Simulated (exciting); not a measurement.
# Sn (I4/mmm) in exciting: a series of runs, part 2 of 2

exciting (release sodium). The steps go on from the part before.

**3. Band structure, PBEsol+D2, spin-orbit coupling, no magnetisation (volume scaled by 1.04)**

run_exciting.py reads:

```python
import subprocess
import xml.etree.ElementTree as ET
from ase.io import read
from ase.units import Bohr

atoms = read("Sn.cif")
import spglib
from ase import Atoms
cell, positions, numbers = spglib.find_primitive((atoms.cell[:], atoms.get_scaled_positions(), atoms.numbers), symprec=1e-5)
atoms = Atoms(numbers, cell=cell, scaled_positions=positions, pbc=True)
rmt = {'Sn': 2.3}  # bohr
tasks = """
<groundstate do="fromscratch" ngridk="10 10 10" rgkmax="8" gmaxvr="14" lmaxapw="10" lmaxmat="10" lmaxvr="8" xctype="GGA_PBE_SOL" stype="Gaussian" swidth="0.00099958" nempty="36" ValenceRelativity="iora*" epsengy="1e-05" epspot="1e-05" maxscl="60" outputlevel="normal">
  <spin spinorb="true"/>
</groundstate>
<properties>
  <bandstructure>
    <plot1d>
      <path steps="80">
        <point coord="0 0 0" label="G"/>
        <point coord="0 0 0.5" label="X"/>
        <point coord="-0.5 0.5 0.5" label="M"/>
        <point coord="0 0 0" label="G"/>
        <point coord="0.4174590333 0.4174590333 -0.4174590333" label="Z"/>
        <point coord="0.25 0.25 0.25" label="P"/>
        <point coord="0 0.5 0" label="N"/>
        <point coord="-0.4174590333 0.5825409667 0.4174590333" label="Z1"/>
        <point coord="-0.5 0.5 0.5" label="M" breakafter="true"/>
        <point coord="0 0 0.5" label="X"/>
        <point coord="0.25 0.25 0.25" label="P"/>
      </path>
    </plot1d>
  </bandstructure>
  <DFTD2/>
</properties>
"""

root = ET.Element("input")
ET.SubElement(root, "title").text = "Sn"
structure = ET.SubElement(root, "structure", speciespath="./", tshift="false")
crystal = ET.SubElement(structure, "crystal", scale="1.0")
for vector in atoms.cell / Bohr:
    ET.SubElement(crystal, "basevect").text = " ".join(f"{x:.12f}" for x in vector)
symbols = atoms.get_chemical_symbols()
for element in dict.fromkeys(symbols):
    species = ET.SubElement(structure, "species", speciesfile=element + ".xml", rmt=str(rmt[element]))
    for symbol, position in zip(symbols, atoms.get_scaled_positions(wrap=False)):
        if symbol == element:
            ET.SubElement(species, "atom", coord=" ".join(f"{x:.12f}" for x in position))
root.extend(ET.fromstring("<tasks>" + tasks + "</tasks>"))
ET.indent(root)
ET.ElementTree(root).write("input.xml")
subprocess.run(["exciting_smp"], check=True)
```

Sn.cif reads:

```cif
data_Sn
_cell_length_a 4.11178467
_cell_length_b 4.11178467
_cell_length_c 3.36522920
_cell_angle_alpha 90.00000000
_cell_angle_beta 90.00000000
_cell_angle_gamma 90.00000000
_space_group_name_H-M_alt 'I4/mmm'
_space_group_name_Hall '-I 4 2'
_space_group_IT_number 139
loop_
_space_group_symop_operation_xyz
'x,y,z'
'-x,-y,-z'
'-y,x,z'
'y,-x,-z'
'-x,-y,z'
'x,y,-z'
'y,-x,z'
'-y,x,-z'
'x,-y,-z'
'-x,y,z'
'-y,-x,-z'
'y,x,z'
'-x,y,-z'
'x,-y,z'
'y,x,-z'
'-y,-x,z'
'x+1/2,y+1/2,z+1/2'
'-x+1/2,-y+1/2,-z+1/2'
'-y+1/2,x+1/2,z+1/2'
'y+1/2,-x+1/2,-z+1/2'
'-x+1/2,-y+1/2,z+1/2'
'x+1/2,y+1/2,-z+1/2'
'y+1/2,-x+1/2,z+1/2'
'-y+1/2,x+1/2,-z+1/2'
'x+1/2,-y+1/2,-z+1/2'
'-x+1/2,y+1/2,z+1/2'
'-y+1/2,-x+1/2,-z+1/2'
'y+1/2,x+1/2,z+1/2'
'-x+1/2,y+1/2,-z+1/2'
'x+1/2,-y+1/2,z+1/2'
'y+1/2,x+1/2,-z+1/2'
'-y+1/2,-x+1/2,z+1/2'
loop_
_atom_site_label
_atom_site_type_symbol
_atom_site_symmetry_multiplicity
_atom_site_Wyckoff_symbol
_atom_site_fract_x
_atom_site_fract_y
_atom_site_fract_z
_atom_site_occupancy
Sn1 Sn 2 a 0.0000000000 0.0000000000 0.0000000000 1
```

Potentials or basis: all-electron LAPW+lo, shipped species files, valence relativity iora*.

Started as:

```bash
$ OMP_NUM_THREADS=1 python run_exciting.py
```

Standard output:

```text
================================================================================
EXCITING SODIUM started
[... 10 lines left out ...]

 Lattice vectors (cartesian) :
     -3.8850734574      3.8850734574      3.1796807693
      3.8850734574     -3.8850734574      3.1796807693
      3.8850734574      3.8850734574     -3.1796807693

 Reciprocal lattice vectors (cartesian) :
     -0.0000000000      0.8086314681      0.9880214026
      0.8086314681     -0.0000000000      0.9880214026
      0.8086314681      0.8086314681      0.0000000000

 Unit cell volume                           :     191.9738085726
 Brillouin zone volume                      :       1.2921044557

 Species :    1 (Sn)
     parameters loaded from                 :    Sn.xml
     name                                   :    tin
     nuclear charge                         :     -50.00000000
     electronic charge                      :      50.00000000
     atomic mass                            :  216395.09200000
     muffin-tin radius                      :       2.30000000
     # of radial points in muffin-tin       :     400

     atomic positions (lattice) :
       1 :   0.00000000  0.00000000  0.00000000

 Total number of atoms per unit cell        :       1

 Spin treatment                             :    spin-polarised
 Spin-orbit coupling is included
 Global magnetic field (cartesian) :        0.00000000   0.00000000   0.00000000
 non-collinear magnetisation

 Number of Bravais lattice symmetries       :      16
 Number of crystal symmetries               :      16

 k-point grid                               :      10   10   10
 Total number of k-points                   :     102
 k-point set is reduced with crystal symmetries

 R^MT_min * |G+k|_max (rgkmax)              :       8.00000000
 Species with R^MT_min                      :       1 (Sn)
 Maximum |G+k| for APW functions            :       3.47826087
 Maximum |G| for potential and density      :      14.00000000

 G-vector grid sizes                        :      30    30    30
 Total number of G-vectors                  :    8927

 Maximum angular momentum used for
     APW functions                          :      10
     computing H and O matrix elements      :      10
     potential and density                  :       8
     inner part of muffin-tin               :       2

 Total nuclear charge                       :     -50.00000000
 Total electronic charge                    :      50.00000000
 Total core charge                          :      30.00000000
 Total valence charge                       :      20.00000000

 Number of empty states                     :      36
 Total number of valence states             :      94

 Maximum Hamiltonian size                   :     176
 Maximum number of plane-waves              :     159
 Total number of local-orbitals             :      17

 Exchange-correlation type                  :      22
     PBEsol, Phys. Rev. Lett. 100, 136406 (2008)
     Generalised gradient approximation (GGA)

 Smearing scheme                            :    Gaussian
 Smearing width                             :       0.00099958

 Using multisecant Broyden potential mixing
[... 16 lines left out ...]
+ SCF iteration number :    1                                                  +
++++++++++++++++++++++++++++++++++++++++++++++++++++++++++++++++++++++++++++++++
 Total energy                               :     -6173.43357771
 _______________________________________________________________
 Fermi energy                               :         0.24280936
 Kinetic energy                             :      6503.59604678
 Coulomb energy                             :    -12514.51754808
 Exchange energy                            :      -159.46397599
 Correlation energy                         :        -3.04810042
 No external B-field energy in total energy

 DOS at Fermi energy (states/Ha/cell)       :        24.73659267

 Electron charges :
     core                                   :        30.00000000
     core leakage                           :         0.00040228
     valence                                :        20.00000000
     interstitial                           :         2.69620269
     charge in muffin-tin spheres :
                  atom     1    Sn          :        47.30379731
     total charge in muffin-tins            :        47.30379731
     total charge                           :        50.00000000
[... 347 lines left out ...]
 Moments :
     interstitial                 :    -0.00000000     0.00000000    -0.00000000
     moment in muffin-tin spheres :
         atom     1    Sn         :    -0.00000000    -0.00000000    -0.00000000
     total moment in muffin-tins  :    -0.00000000    -0.00000000    -0.00000000
     total moment                 :    -0.00000000     0.00000000    -0.00000000

 RMS change in effective potential (target) :  0.317240E-08  ( 0.100000E-04)
 Absolute change in total energy   (target) :  0.391504E-06  ( 0.100000E-04)
 Charge distance                   (target) :  0.133100E-08  ( 0.100000E-04)

++++++++++++++++++++++++++++++++++++++++++++++++++++++++++++++++++++++++++++++++
| Convergency criteria checked for the last 2 iterations                       +
| Convergence targets achieved. Performing final SCF iteration                 +
++++++++++++++++++++++++++++++++++++++++++++++++++++++++++++++++++++++++++++++++
 Total energy                               :     -6176.35092555
 _______________________________________________________________
 Fermi energy                               :         0.22910916
 Kinetic energy                             :      6501.53546387
 Coulomb energy                             :    -12515.32784080
 Exchange energy                            :      -159.50999789
 Correlation energy                         :        -3.04855073
 No external B-field energy in total energy

 DOS at Fermi energy (states/Ha/cell)       :        21.83276376

 Electron charges :
     core                                   :        30.00000000
     core leakage                           :         0.00039581
     valence                                :        20.00000000
     interstitial                           :         2.67401590
     charge in muffin-tin spheres :
                  atom     1    Sn          :        47.32598410
     total charge in muffin-tins            :        47.32598410
     total charge                           :        50.00000000

 Moments :
     interstitial                 :     0.00000000    -0.00000000     0.00000000
     moment in muffin-tin spheres :
         atom     1    Sn         :     0.00000000    -0.00000000    -0.00000000
     total moment in muffin-tins  :     0.00000000    -0.00000000    -0.00000000
     total moment                 :     0.00000000    -0.00000000    -0.00000000

++++++++++++++++++++++++++++++++++++++++++++++++++++++++++++++++++++++++++++++++
[... 12 lines left out ...]
| EXCITING SODIUM stopped                                                      =
================================================================================
```

input.xml:

```text
<input>
  <title>Sn</title>
  <structure speciespath="./" tshift="false">
    <crystal scale="1.0">
      <basevect>-3.885073457357 3.885073457357 3.179680769335</basevect>
      <basevect>3.885073457357 -3.885073457357 3.179680769335</basevect>
      <basevect>3.885073457357 3.885073457357 -3.179680769335</basevect>
    </crystal>
    <species speciesfile="Sn.xml" rmt="2.3">
      <atom coord="-0.000000000000 0.000000000000 0.000000000000" />
    </species>
  </structure>
  <groundstate do="fromscratch" ngridk="10 10 10" rgkmax="8" gmaxvr="14" lmaxapw="10" lmaxmat="10" lmaxvr="8" xctype="GGA_PBE_SOL" stype="Gaussian" swidth="0.00099958" nempty="36" ValenceRelativity="iora*" epsengy="1e-05" epspot="1e-05" maxscl="60" outputlevel="normal">
    <spin spinorb="true" />
  </groundstate>
  <properties>
    <bandstructure>
      <plot1d>
        <path steps="80">
          <point coord="0 0 0" label="G" />
          <point coord="0 0 0.5" label="X" />
          <point coord="-0.5 0.5 0.5" label="M" />
          <point coord="0 0 0" label="G" />
          <point coord="0.4174590333 0.4174590333 -0.4174590333" label="Z" />
          <point coord="0.25 0.25 0.25" label="P" />
          <point coord="0 0.5 0" label="N" />
          <point coord="-0.4174590333 0.5825409667 0.4174590333" label="Z1" />
          <point coord="-0.5 0.5 0.5" label="M" breakafter="true" />
          <point coord="0 0 0.5" label="X" />
          <point coord="0.25 0.25 0.25" label="P" />
        </path>
      </plot1d>
    </bandstructure>
    <DFTD2 />
  </properties>
</input>
```

Run time: 1.8 min. Hardware: 1 thread of Intel Xeon 6975P-C (Granite Rapids), shared host; peak memory 0.13 GiB.

What came out:

```
Band gap on the k mesh                            : none (metal or under the smearing width)
All electrons inside the program's atomic spheres : Sn 47.33 (radii Sn 2.3 bohr)
Dispersion energy per atom                        : -0.522 eV
```

Levels at the corners of the path, in eV from the Fermi level:
```csv
point,band 18,band 19,band 20,band 21,band 22,band 23
Γ,-10.72,6.17,6.17,6.84,6.84,9.00
X,-7.16,-4.42,-4.42,5.55,5.55,7.54
M,-3.53,-1.61,-1.61,-1.25,-1.25,2.52
Γ,-10.72,6.17,6.17,6.84,6.84,9.00
Z,-3.51,-1.22,-1.22,-0.83,-0.83,0.13
P,-4.91,-2.03,-2.03,-0.85,-0.85,-0.63
N,-5.72,-3.93,-3.93,2.98,2.98,4.30
Z1,-3.51,-1.22,-1.22,-0.83,-0.83,0.13
M,-3.53,-1.61,-1.61,-1.25,-1.25,2.52
X,-7.16,-4.42,-4.42,5.55,5.55,7.54
P,-4.91,-2.03,-2.03,-0.85,-0.85,-0.63
```

Caveat: total energies with spin-orbit coupling aren't reliable in this program, so none is listed and the log's shouldn't be used; the dispersion energy is computed afterwards and isn't part of the total energy.
